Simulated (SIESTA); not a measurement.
Pt under changes of volume

One of the cells (15.080 Å³/atom); the others are scaled copies at fixed shape and fractional positions:

```
Pt
1.0
     0.00000    1.96090    1.96090
     1.96090    0.00000    1.96090
     1.96090    1.96090    0.00000
Pt
1
Cartesian
  0.0000 0.0000 0.0000
```

| Property | Result |
| --- | --- |
| Program | SIESTA 5.4.2 |
| Functional | PBE |
| Potentials or basis | PseudoDojo 0.4 standard (PBE files) |
| Basis | DZ (energy shift 0.01 Ry) |
| Grid cutoff | 800 Ry |
| Energy shift | 0.01 Ry |
| k mesh | 12 × 12 × 12 |
| Occupations | fermi-dirac, width 0.05 eV |
| Spin | no spin polarisation |

```tsv
volume (Å³/atom)	energy over the lowest point (meV/atom)	pressure (GPa)
14.175	20.55	13.5
14.477	2.76	5.5
14.778	0.00	-2.1
15.080	10.13	-8.2
15.381	30.81	-13.5
15.683	61.42	-18.6
15.985	?	?
```

**Question.** What does the run at 15.985 Å³/atom give?

**Answer.** Energy over the lowest point 100.79 meV/atom; pressure -23.0 GPa.

Worked out: A Birch-Murnaghan fit of order 3 (a polynomial in V^(-2/3)) to the other rows has its minimum at 14.69 Å³/atom with B0 = V·E''(V) = 346 GPa and B' = 6.3. It gives 99.88 meV/atom at 15.985 Å³/atom, against the run's 100.79, and -dE/dV = -22.3 GPa, against -23.0.

Energies are extrapolated to zero smearing.

Caveats: the basis has no polarisation orbitals; semicore shells carry a single zeta, which can move pressures by several GPa and volumes by a few percent; the basis of atomic orbitals isn't converged, which shifts pressures, moduli and gaps.
